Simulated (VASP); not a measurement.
Tl: single point with PBE

Tl:

```
Tl
1.0
    -1.94100    1.94100    1.94100
     1.94100   -1.94100    1.94100
     1.94100    1.94100   -1.94100
Tl
1
Direct
  0.00000 0.00000 0.00000
```

This isn't the form of Tl at room conditions, which is hcp.

```
Program                : VASP 6.6.1
Task                   : single point
Functional             : PBE
Potentials or basis    : VASP PAW PBE potentials, release 64 (Tl_d)
Cutoff                 : 520 eV
k mesh                 : 6 × 6 × 6
Occupations            : gaussian, width 0.1 eV
Spin                   : no spin polarisation
Dipole correction      : no
Further INCAR settings : ALGO = Normal; EDIFF = 1e-06; NBANDS = 12
```

```json
{
  "Pressure": "2.3 GPa",
  "Band gap on the k mesh": "none (metal or under the smearing width)"
}
```

Levels at points of the mesh, in eV from the Fermi level:
```tsv
k point	band 4	band 5	band 6	band 7	band 8	band 9
(0.00, 0.00, 0.00)	-11.06	-11.06	-9.72	10.78	10.78	10.78
(0.50, 0.00, 0.00)	-11.06	-10.79	-4.85	-2.47	5.92	7.27
(0.50, 0.50, 0.50)	-10.86	-10.86	-1.53	1.62	1.62	1.62
```

It took 4.1 s on 1 thread of AMD EPYC 9R45 96-Core Processor (Zen 5), on a shared host, peak memory 0.12 GiB.

Caveat: the k mesh is coarse (spacing up to 0.38 Å⁻¹), so the values aren't converged. The run has no spin-orbit coupling, so splittings on Tl are missing.
